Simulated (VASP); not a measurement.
A run of VASP 6.6.1 is set up as follows.

Contents of INCAR:

```
PREC = Accurate ; ENCUT = 520
EDIFF = 1E-7 ; ISMEAR = 0
SIGMA = 0.02 ; LREAL = False
LASPH = True ; NELM = 80
ALGO = Fast ; ISIF = 2
LWAVE = False ; LCHARG = False
GGA = PE ; LOPTICS = True
NBANDS = 36 ; NEDOS = 2000
CSHIFT = 0.1
```

File KPOINTS:

```
Automatic mesh
0
Gamma
  16 16 16
```

Contents of POSCAR:

```
Si
1.0
    0.0000000000      2.7135600000      2.7135600000
    2.7135600000      0.0000000000      2.7135600000
    2.7135600000      2.7135600000      0.0000000000
Si
2
Direct
    0.7500000000      0.7500000000      0.7500000000
    0.5000000000      0.5000000000      0.5000000000
```

Potentials or basis: VASP PAW PBE potentials, release 64 (Si).

Run with:

```bash
$ cat potpaw_PBE.64/Si/POTCAR > POTCAR
$ mpirun -np 1 vasp_std > vasp.out
```

**Question.** Predict the pressure.

**Answer.** 2.1 GPa.

**Question.** Estimate the band gap on the k mesh.

**Answer.** 0.57 eV, indirect (least direct gap 2.57 eV).

Dielectric function (mean over the directions given):
| energy (eV) | real part | imaginary part |
| --- | --- | --- |
| 0.29 | 13.59 | 0.05 |
| 0.78 | 14.08 | 0.15 |
| 1.27 | 15.15 | 0.30 |
| 1.76 | 17.21 | 0.58 |
| 2.25 | 21.61 | 1.45 |
| 2.74 | 30.69 | 14.09 |
| 3.23 | 26.02 | 21.95 |
| 3.82 | -4.97 | 37.74 |
| 4.31 | -18.02 | 26.96 |
| 4.80 | -8.85 | 10.78 |
| 5.29 | -6.03 | 12.62 |
| 5.78 | -8.66 | 5.53 |
| 6.27 | -6.68 | 4.83 |
| 6.86 | -4.40 | 4.65 |
| 7.35 | -4.58 | 2.58 |
| 7.84 | -4.06 | 2.38 |
| 8.33 | -3.44 | 1.91 |
| 8.82 | -2.73 | 1.14 |
| 9.31 | -2.36 | 1.46 |
| 9.80 | -2.17 | 0.96 |
| 10.39 | -1.69 | 0.63 |
| 10.88 | -1.33 | 0.84 |
| 11.37 | -1.35 | 0.60 |
| 11.86 | -1.01 | 0.39 |
| 12.35 | -0.75 | 0.39 |
| 12.84 | -0.76 | 0.43 |
| 13.43 | -0.59 | 0.28 |
| 13.92 | -0.44 | 0.29 |
| 14.41 | -0.32 | 0.26 |
| 14.90 | -0.30 | 0.25 |
| 15.39 | -0.21 | 0.21 |
| 15.88 | -0.13 | 0.14 |
| 16.37 | -0.05 | 0.15 |
| 16.96 | 0.00 | 0.14 |
| 17.45 | 0.06 | 0.09 |
| 17.94 | 0.12 | 0.08 |
| 18.43 | 0.19 | 0.06 |
| 18.92 | 0.23 | 0.07 |
| 19.41 | 0.28 | 0.06 |
| 20.00 | 0.33 | 0.05 |

Caveat: independent-particle spectra lack excitons. As with any semilocal functional, this PBE gap is likely too small.
